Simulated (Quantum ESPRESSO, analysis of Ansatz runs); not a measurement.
## A hop of O in Al2O3 (R-3c), charge 0 (Quantum ESPRESSO)

Wanted: path and barrier of a jump of O in Al2O3 (R-3c) at charge 0. The case: V_O hop (2.5 Å), in a cell of 80 host atoms with 1 O taken out.

Main program and level: Quantum ESPRESSO 7.5; Quantum ESPRESSO plane-wave DFT, PBEsol, GBRV 1.5 PBEsol potentials; nudged elastic band between two relaxed defect structures.

Report form: the programs' logs are mostly left out.

## Step 1: The structure

The cell holds 79 atoms: 32 Al and 47 O. Its edges and angles: a = 10.279 Å, b = 10.279 Å, c = 10.279 Å, α = 55.4°, β = 55.4°, γ = 55.4°. It derives from Al2O3 (space group R-3c). Nearest the centre at fractional (0.701, 0.125, 0.548): O79 at 1.29 Å, Al52 at 1.54 Å, Al53 at 1.54 Å, O16 at 2.19 Å, Al41 at 2.28 Å, Al61 at 2.29 Å, O57 at 2.33 Å, O45 at 2.34 Å.

The cell's shortest repeat is 9.6 Å.

## Step 2: Relaxation of the start point, charge 0

A barrier is counted from a minimum, so both ends are relaxed first. Small random displacements break the symmetry of the ideal sites, so that the defect can distort if it gains by it.

pw.in reads:

```
&CONTROL
  calculation = 'relax'
  prefix = 'pwscf'
  outdir = './tmp'
  pseudo_dir = './pseudo'
  tprnfor = .true.
  disk_io = 'low'
  nstep = 70
  forc_conv_thr = 0.0012
  etot_conv_thr = 0.0001
/
&SYSTEM
  ibrav = 0
  nat = 79
  ntyp = 2
  ecutwfc = 36
  ecutrho = 288
  nbnd = 193
  occupations = 'fixed'
  nosym = .true.
/
&ELECTRONS
  conv_thr = 8d-08
  electron_maxstep = 100
  mixing_beta = 0.5
/
&IONS
  ion_dynamics = 'bfgs'
/
ATOMIC_SPECIES
Al    26.9815 al_pbesol_v1.uspp.F.UPF
O     15.9990 o_pbesol_v1.2.uspp.F.UPF
CELL_PARAMETERS angstrom
   4.7750098375    2.7568532680    8.6755442391
  -4.7750098375    2.7568532680    8.6755442391
   0.0000000000   -5.5137065361    8.6755442391
ATOMIC_POSITIONS crystal
Al     0.3239534185    0.3239534185    0.3239534185
Al     0.4226627848    0.4266359609    0.4264060291
Al     0.0739534185    0.0739534185    0.0739534185
Al     0.1760465815    0.1760465815    0.1760465815
O      0.2220739660    0.0279260340    0.3750000000
O      0.4720739660    0.1250000000    0.2779260340
O      0.0279260340    0.3750000000    0.2220739660
O      0.3750000000    0.2220739660    0.0279260340
[... 67 atom lines left out ...]
O      0.5269101661    0.8719502741    0.7243275029
O      0.8716508925    0.7233743849    0.5304752688
O      0.6234621727    0.7817073774    0.9711008509
O      0.7797854049    0.9690646504    0.6273248287
K_POINTS gamma
```

Started as:

```
> OMP_NUM_THREADS=1 mpirun -n 4 pw.x -in pw.in > pw.out
```

Run time: 2.4 min. Hardware: 4 MPI ranks of Arm Neoverse V2, shared host; peak memory 0.98 GiB.

Step by step:

| step | energy less that of the first step (eV) |
| --- | --- |
| 0 | 0.0000 |
| 1 | -0.1724 |
| 2 | -0.2507 |
| 3 | -0.2671 |
| 4 | -0.2795 |
| 5 | -0.2854 |
| 6 | -0.2882 |
| 7 | -0.2902 |
| 8 | -0.2913 |
| 9 | -0.2919 |

The atoms that moved most (Å):

```csv
atom,dx,dy,dz,length
Al2,0.097,0.010,0.073,0.122
Al41,-0.051,-0.043,-0.045,0.081
O79,-0.040,0.023,-0.009,0.047
O46,-0.040,-0.009,0.003,0.041
O56,0.011,0.033,-0.021,0.040
O18,0.035,-0.003,-0.011,0.037
Al70,0.025,-0.016,0.017,0.034
O57,-0.008,-0.014,0.030,0.034
```

Neighbours of O79 at the end:

| atom | distance (Å) |
| --- | --- |
| Al61 | 1.866 |
| Al70 | 1.880 |
| Al53 | 1.966 |
| Al52 | 1.966 |
| O16 | 2.512 |
| O45 | 2.611 |
| O54 | 2.631 |
| O57 | 2.719 |
| O76 | 2.735 |
| O37 | 2.737 |
| O77 | 2.738 |

Read from the output:

| Quantity | Value |
| --- | --- |
| highest filled level | 9.677 eV |
| lowest empty level | 13.69 eV |
| r.m.s. move of the farther half of the atoms | 0.005948 Å |
| largest move from the ideal geometry of this structure, a common shift of the far atoms taken out | 0.09779 Å |

The relaxation gained 0.292 eV and ended with a largest force component of 0.017 eV/Å.

## Step 3: Relaxation of the end point, charge 0

The end point is relaxed in the same cell and settings, so that the two energies compare. Atoms more than 3.2 Å from the middle of the hop start where the first relaxation left them, the nearer ones on or close to their ideal places, with small random displacements.

pw.in reads:

```
&CONTROL
  calculation = 'relax'
  prefix = 'pwscf'
  outdir = './tmp'
  pseudo_dir = './pseudo'
  tprnfor = .true.
  disk_io = 'low'
  nstep = 70
  forc_conv_thr = 0.0012
  etot_conv_thr = 0.0001
/
&SYSTEM
  ibrav = 0
  nat = 79
  ntyp = 2
  ecutwfc = 36
  ecutrho = 288
  nbnd = 193
  occupations = 'fixed'
  nosym = .true.
/
&ELECTRONS
  conv_thr = 8d-08
  electron_maxstep = 100
  mixing_beta = 0.5
/
&IONS
  ion_dynamics = 'bfgs'
/
ATOMIC_SPECIES
Al    26.9815 al_pbesol_v1.uspp.F.UPF
O     15.9990 o_pbesol_v1.2.uspp.F.UPF
CELL_PARAMETERS angstrom
   4.7750098375    2.7568532680    8.6755442391
  -4.7750098375    2.7568532680    8.6755442391
   0.0000000000   -5.5137065361    8.6755442391
ATOMIC_POSITIONS crystal
Al     0.3239907229    0.3249374524    0.3244546908
Al     0.4259733892    0.4270710318    0.4249870461
[... 13 atom lines left out ...]
O      0.4721281291    0.1255123090    0.7784718571
[... 24 atom lines left out ...]
Al     0.8241765761    0.3245478719    0.3227086622
[... 3 atom lines left out ...]
O      0.7220695708    0.0271248267    0.3747437036
O      0.9715206217    0.1252227381    0.2789891855
[... 5 atom lines left out ...]
Al     0.5731585369    0.0737408300    0.5738895478
Al     0.6753804133    0.1772030833    0.6754233777
O      0.7221565617    0.0277835221    0.8740677314
[... 2 atom lines left out ...]
O      0.8741183967    0.2226625631    0.5287562037
[... 3 atom lines left out ...]
Al     0.9263525644    0.9265657750    0.4247884696
[... 8 atom lines left out ...]
Al     0.8246724736    0.8228616016    0.8245832896
[... 8 atom lines left out ...]
O      0.6244206834    1.2787565439    0.4710949416
K_POINTS gamma
```

Elapsed: 2.5 min, on 4 MPI ranks; peak memory 0.99 GiB; 10 min of CPU time.

Relaxation path:

```csv
step,energy less that of the first step (eV)
0,0.0000
1,-0.0801
2,-0.1200
3,-0.1344
4,-0.1444
5,-0.1491
6,-0.1518
7,-0.1531
8,-0.1539
9,-0.1543
```

The atoms that moved most (Å):

```
atom      dx      dy      dz  length
Al70  -0.047   0.077  -0.055   0.106
Al61  -0.038  -0.081   0.055   0.105
 O79   0.023  -0.014   0.005   0.027
 Al4   0.023   0.006  -0.004   0.024
 O16   0.018   0.010  -0.010   0.023
 Al3   0.006  -0.021  -0.004   0.022
Al63   0.004   0.022   0.002   0.022
Al33  -0.015  -0.013   0.002   0.020
```

Neighbours of O79 at the end:

```csv
atom,distance (Å)
Al41,1.865
Al2,1.880
Al53,1.965
Al52,1.965
O16,2.513
O57,2.611
O18,2.631
O45,2.719
O56,2.735
O47,2.738
O64,2.738
```

Numbers from this step:

```
highest filled level                                                                              : 9.673 eV
lowest empty level                                                                                : 13.69 eV
r.m.s. move of the farther half of the atoms                                                      : 0.006003 Å
largest move from the ideal geometry of this structure, a common shift of the far atoms taken out : 0.09764 Å
```

The relaxation gained 0.154 eV and ended with a largest force component of 0.024 eV/Å. The end lies within 1 meV of the start.

## Step 4: Nudged elastic band, charge 0

3 movable images are laid between the ends by interpolation. Each image feels the true force across the path and a spring force along it. The highest image is set to climb to the top of the path.

This step: Quantum ESPRESSO plane-wave DFT, PBEsol, GBRV 1.5 PBEsol potentials; nudged elastic band between two relaxed defect structures.

neb.in reads:

```
BEGIN
BEGIN_PATH_INPUT
&PATH
  restart_mode = 'from_scratch'
  string_method = 'neb'
  nstep_path = 45
  ds = 1.5
  opt_scheme = 'broyden'
  num_of_images = 5
  k_max = 0.3
  k_min = 0.2
  CI_scheme = 'auto'
  path_thr = 0.06
/
END_PATH_INPUT
BEGIN_ENGINE_INPUT
&CONTROL
  prefix = 'pwscf'
  outdir = './tmp'
  pseudo_dir = './pseudo'
  disk_io = 'low'
/
&SYSTEM
  ibrav = 0
  nat = 79
  ntyp = 2
  ecutwfc = 36
  ecutrho = 288
  nbnd = 193
  occupations = 'fixed'
  nosym = .true.
/
&ELECTRONS
  conv_thr = 8d-08
  electron_maxstep = 100
  mixing_beta = 0.5
/
ATOMIC_SPECIES
Al    26.9815 al_pbesol_v1.uspp.F.UPF
O     15.9990 o_pbesol_v1.2.uspp.F.UPF
CELL_PARAMETERS angstrom
   4.7750098375    2.7568532680    8.6755442391
  -4.7750098375    2.7568532680    8.6755442391
   0.0000000000   -5.5137065361    8.6755442391
BEGIN_POSITIONS
FIRST_IMAGE
ATOMIC_POSITIONS crystal
Al     0.3237383219    0.3250170369    0.3248170548
Al     0.4362479927    0.4198522592    0.4280506386
Al     0.0734960353    0.0742277134    0.0742558204
Al     0.1732849609    0.1780637035    0.1772891442
O      0.2213389273    0.0284778261    0.3752256433
O      0.4714748787    0.1255725832    0.2783387591
O      0.0260700774    0.3757169250    0.2231673113
O      0.3743793292    0.2222174094    0.0281409671
O      0.1246592655    0.2773628434    0.4730953285
O      0.2777796894    0.4718799344    0.1255641975
Al     0.3234019180    0.3244786699    0.8243115383
Al     0.4253857663    0.4262506782    0.9269685867
Al     0.0740108995    0.0737906199    0.5742304197
Al     0.1752331284    0.1761699881    0.6767182721
O      0.2219797115    0.0283095265    0.8751045134
O      0.4728695186    0.1262475670    0.7760152042
O      0.0280429935    0.3751872221    0.7220327493
O      0.3758493057    0.2212246805    0.5281106399
O      0.1245633416    0.2783807249    0.9722396463
O      0.2789621070    0.4712808713    0.6251894655
Al     0.3235169520    0.8243813170    0.3240658023
Al     0.4258393177    0.9264189951    0.4262408970
Al     0.0732613261    0.5734427426    0.0749178211
Al     0.1761050042    0.6754680716    0.1770941916
O      0.2231780082    0.5272216357    0.3747991066
O      0.4722259747    0.6253436942    0.2779665367
O      0.0276109826    0.8750632748    0.2222268810
O      0.3747088188    0.7220645439    0.0282538890
O      0.1247917907    0.7782174020    0.4721271880
O      0.2771963090    0.9727840887    0.1251492270
Al     0.3234646925    0.8235676562    0.8245123526
Al     0.4253849063    0.9259499727    0.9267669821
Al     0.0759953542    0.5731911791    0.5724547647
Al     0.1757997120    0.6762811477    0.6761406752
O      0.2218911040    0.5282710581    0.8751579782
O      0.4717817330    0.6247367510    0.7783390300
O      0.0272423989    0.8754037969    0.7221491611
O      0.3745334146    0.7223607744    0.5283856370
O      0.1247227772    0.7779014238    0.9724857399
O      0.2778257424    0.9717037232    0.6255756745
Al     0.8127584887    0.3224535343    0.3307538288
Al     0.9256222611    0.4255248452    0.4254260630
Al     0.5730153993    0.0742354579    0.0748014999
Al     0.6759599759    0.1761286692    0.1762177925
O      0.7212588918    0.0294339003    0.3755915119
O      0.9702389341    0.1253819656    0.2790786634
O      0.5289684271    0.3745009210    0.2217798062
O      0.8747826089    0.2220868193    0.0281104897
O      0.7769578369    0.4726203076    0.1251343263
Al     0.8235908217    0.3242802269    0.8239473209
Al     0.9258677125    0.4263544556    0.9261609238
Al     0.5732058917    0.0722881910    0.5752772727
Al     0.6760826779    0.1750330442    0.6784841095
O      0.7215313718    0.0276972968    0.8761097505
O      0.9715126670    0.1248946681    0.7787415675
O      0.5280764728    0.3748623925    0.7209103343
O      0.8734112859    0.2223265103    0.5292346093
O      0.6246648712    0.2782113778    0.9717115516
O      0.7778726313    0.4720511818    0.6249139995
Al     0.8240130966    0.8233605244    0.3242308536
Al     0.9259397827    0.9261563893    0.4259935396
Al     0.5734378400    0.5740063162    0.0743832288
Al     0.6758243405    0.6760585692    0.1764303960
O      0.7201300146    0.5286008583    0.3760724374
O      0.9714460310    0.6248253164    0.2786556789
O      0.5277884102    0.8752728802    0.2222746294
O      0.8745907230    0.7221610966    0.0284979032
O      0.6247439955    0.7785842590    0.4722755021
O      0.7776564104    0.9721439521    0.1257331132
Al     0.8238764812    0.8236863207    0.8245670615
Al     0.9259599772    0.9258776802    0.9269186485
Al     0.5733843368    0.5741833451    0.5744071520
Al     0.6763925367    0.6757040398    0.6762082422
O      0.7215811302    0.5281467460    0.8752343409
O      0.9719999397    0.6253190756    0.7777527092
O      0.5278379741    0.8744990407    0.7226411638
O      0.8749784100    0.7223683934    0.5282615058
O      0.6246002076    0.7789354768    0.9716351967
O      0.7766132420    0.9743486491    0.6241988285
INTERMEDIATE_IMAGE
ATOMIC_POSITIONS crystal
Al     0.3235622547    0.3248442432    0.3246410264
Al     0.4333781148    0.4216473851    0.4275414678
[... 77 atom lines left out ...]
INTERMEDIATE_IMAGE
ATOMIC_POSITIONS crystal
Al     0.3234175017    0.3246817138    0.3244979225
Al     0.4309015759    0.4231628450    0.4271242830
[... 77 atom lines left out ...]
INTERMEDIATE_IMAGE
ATOMIC_POSITIONS crystal
Al     0.3232917609    0.3244953660    0.3243762031
Al     0.4283465256    0.4247633804    0.4266631360
[... 77 atom lines left out ...]
LAST_IMAGE
ATOMIC_POSITIONS crystal
Al     0.3231636808    0.3242875579    0.3242471191
Al     0.4255856754    0.4264770267    0.4261727398
[... 13 atom lines left out ...]
O      0.4740597599    0.1238572033    0.7773591261
[... 1 atom line left out ...]
O      0.3740451049    0.2224653153    0.5285317605
[... 22 atom lines left out ...]
Al     0.8241447628    0.3239677723    0.3241635887
[... 3 atom lines left out ...]
O      0.7208760929    0.0278477904    0.3766338418
O      0.9710600609    0.1248356248    0.2796928523
[... 5 atom lines left out ...]
Al     0.5717812443    0.0750685002    0.5739960037
Al     0.6747096343    0.1780930905    0.6768132593
[... 3 atom lines left out ...]
O      0.8744961757    0.2207385089    0.5288388554
[... 3 atom lines left out ...]
Al     0.9193942256    0.9277770633    0.4371685504
[... 8 atom lines left out ...]
Al     0.8220363710    0.8304314755    0.8136065646
[... 8 atom lines left out ...]
O      0.6259412672    1.2757942665    0.4734667201
END_POSITIONS
K_POINTS gamma
END_ENGINE_INPUT
END
```

Started as:

```
> OMP_NUM_THREADS=1 mpirun -n 4 neb.x -ni 2 -inp neb.in > neb.out
```

It took 14 min on 4 MPI ranks; peak memory 1.7 GiB.

Images along the path:

```csv
image,path (Å),energy (eV),"O79: x, y, z (Å)"
0,0.000,0.0000,"-0.944, 1.385, 20.606"
1,0.754,1.7952,"-1.433, 1.878, 20.608"
2,1.371,3.3998,"-1.897, 2.228, 20.606"
3,1.988,1.7953,"-2.432, 2.455, 20.604"
4,2.742,-0.0001,"-3.103, 2.632, 20.606"
```

Read from the output:

* barrier forward: 3.400 eV
* barrier backward: 3.400 eV
* end less start: -9.38e-5 eV
* hop length: 2.493 Å

The band met its tolerance of 0.06 eV/Å after 10 iterations, with image 2 on top (the start counts as 0). O79, which moves farthest between the ends, has 4 Al at 1.87 to 1.97 Å nearest at the start and 4 Al at 1.79 to 2.05 Å at the top.

## Step 5: Summary of results

```yaml
barrier_forward: 3.40 eV
barrier_backward: 3.40 eV
end_less_start: 0.00 eV
hop_length: 2.49 Å
band_iterations_as_the_log_counts_them: 10
```

In words: The top of the band lies 3.40 eV above the start and 3.40 eV above the end, which are alike in energy and neighbours. With an assumed prefactor of 1e13 per second it gives one hop a second along this one path at about 1320 K; whether such hops link up through the crystal wasn't checked. The order of the top as a saddle was not checked for all atoms, so a bent path could be lower. What this leaves open: sampling at the zone centre alone can move energies of charged and open-shell states by tenths of an eV or more in cells of this size. The cutoff of 36 Ry is under the 40 Ry advised for these potentials.

[Logs are printed without paths, hosts, clocks, repeated set-up lines and the standing remarks that a program may print on its own settings, such as how far it seeks lower states.]

[Hosts, paths, dates, database ids (printed as entryN), source tags and the programs' standing remarks are cut or masked in the printed files.]
